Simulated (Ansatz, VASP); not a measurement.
CaSe: VASP beside Ansatz

```
Ca Se
1.0
     0.00000    3.03600    3.30000
     3.03600    0.00000    3.30000
     3.03600    3.03600    0.00000
Ca Se
1 1
Direct
  0.00000 0.00000 0.00000
  0.75000 0.75000 0.75000
```

Change from the starting cell: strain -0.080 along x and y, +0.000 along z, atoms carried along.

Alike in both runs: task single point; functional PBE; k mesh 6 × 6 × 6; occupations gaussian, width 0.05 eV; no spin polarisation.

|  | VASP | Ansatz |
| --- | --- | --- |
| version | VASP 6.6.1 | Ansatz 0.2.0 |
| potentials or method | VASP PAW PBE potentials, release 64 (Ca_sv, Se) | scalar-relativistic, plane waves, PAW |
| plane-wave cutoff (eV) | 520 | 420 |
| valence electrons in the cell | 16 | 26 |

|  | VASP | Ansatz | Ansatz less VASP |
| --- | --- | --- | --- |
| gap on the k mesh at the Fermi level (eV) | 3.26 | 3.26 | +0.007 |
| least direct gap on the mesh (eV) | 3.26 | 3.26 | +0.007 |
| pressure (GPa) | 7.2 | 7.0 | -0.19 |
| largest component of the traceless stress (GPa) | 0.16 | 0.14 | -0.021 |

The two sets of potentials don't hold the same shells in valence.

A k mesh can miss the band edges.
